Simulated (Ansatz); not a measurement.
# MoP$_{4}$: opening a crack plane

MoP$_{4}$, C2/c, a = 5.294 Å, b = 11.114 Å, c = 5.778 Å, β = 110.5°. The structure is a COD entry; whether it is the stable form wasn't checked. Ansatz: PBEsol, PAW, 420 eV, Γ-centred 8×7×4 mesh on 20 atoms, Gaussian smearing 0.15 eV; no spin polarisation. One cut on (0-10) per cell of 20 atoms is opened rigidly by x, between planes of P and P that stand 1.38 Å apart; y is the energy per area (28.648 Å², 1 eV/Å² = 16.02 J/m²).

| x (Å) | y (J/m²) |
| --- | --- |
| 0.00 | 0.000 |
| 0.25 | 0.329 |
| 0.50 | ? |
| 1.00 | 2.120 |
| 1.50 | 2.791 |
| 2.00 | 3.100 |
| 3.00 | 3.275 |
| 6.00 | 3.307 |

Q: Fit the universal binding curve y = W[1 − (1 + x/l) e^(−x/l)] to the other rows, give the peak stress, and predict the missing value.

A: Least squares gives W = 3.32 J/m² and l = 0.458 Å. The stress dy/dx peaks at x = l with W/(e l) = 26.7 GPa, for rigid faces. At x = 0.50: x/l = 1.092, y = 0.989 J/m². The run gave 0.965 J/m², so the fit is 0.024 J/m² too high, a small miss on the scale of the series.

Cost: 9 runs of about 22 core-minutes in all, on Intel Xeon 6975P-C (Granite Rapids) (shared hosts).